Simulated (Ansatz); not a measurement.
# BN: band gap under strain

Aim: follow the gap of BN in the zincblende structure through these states: +4.1 % equal strain in all directions; -5.8 % strain along z alone. The table at the end shows which levels were run.

The runs shown are made with Ansatz 0.2.0. PAW datasets, plane waves. Calculated at 0 K for a non-magnetic cell.

### 1 The system as given

The unstrained cell was relaxed with r2SCAN; in each strained cell the atoms were relaxed again with r2SCAN. Names of k-points are those of the unstrained zone, where strain can split equivalent points. First state: +4.1 % equal strain in all directions.

The symmetry is F-43m (No. 216, cubic); conventional cell a = 3.758 Å, 6.63 Å³ an atom. Around B lie 4 N at 1.63 Å; around N lie 4 B at 1.63 Å.

Structure file:

```xyz
2
Lattice="0.0000 1.8790 1.8790 1.8790 0.0000 1.8790 1.8790 1.8790 0.0000" Properties=species:S:1:pos:R:3 pbc="T T T"
B     0.0000    0.0000    0.0000
N     0.9395    0.9395    0.9395
```

### 2 +4.1 % equal strain in all directions: PBE

Contents of input.yaml:

```yaml
crystal:
  lattice:
    - [0.0, 1.8790037797, 1.8790037797]
    - [1.8790037797, 0.0, 1.8790037797]
    - [1.8790037797, 1.8790037797, 0.0]
  atoms:
    - { symbol: B, position: [0.0, 0.0, 0.0] }
    - { symbol: "N", position: [0.25, 0.25, 0.25] }
kpoints:
  mp_grid: { grid: [12, 12, 12] }
  band_path:
    path:
      - [0.0, 0.0, 0.0]
      - [-0.5, -0.5, 0.0]
      - [-0.375, -0.375, 0.25]
      - [-0.375, 0.0, 0.375]
      - [0.0, 0.0, 0.5]
      - [-0.5, -0.25, 0.25]
    npoints: 1
hamiltonian:
  xc: pbe
scf:
  occupations: { method: fermi_dirac, width: 0.02 }
  n_extra_bands: 4
output:
  forces: true
  stress: true
  eigenvalues: true
```

Started as:

```console
$ ansatz run input.yaml --threads 4 --pin off --max-ram 3686MiB --backend cpu --events-out ev --progress --plain --runs-dir out
```

Further steps of the session: +4.1 % equal strain in all directions: r2SCAN; +4.1 % equal strain in all directions: HSE06; -5.8 % strain along z alone: PBE; -5.8 % strain along z alone: r2SCAN; -5.8 % strain along z alone: HSE06.

Q: Predict the outcome of this session.

As calculated:

Least gap in eV (negative: overlap):

```
                                state   PBE  r2SCAN  HSE06
+4.1 % equal strain in all directions  4.33    4.83   5.62
          -5.8 % strain along z alone  3.48    3.99   4.78
```

**Reading.** Where both were run, the HSE06 gap lies +1.28 to +1.31 eV from PBE's, each on its own k points. In PBE the gap is least under -5.8 % strain along z alone (3.48 eV) and largest under +4.1 % equal strain in all directions (4.33 eV).
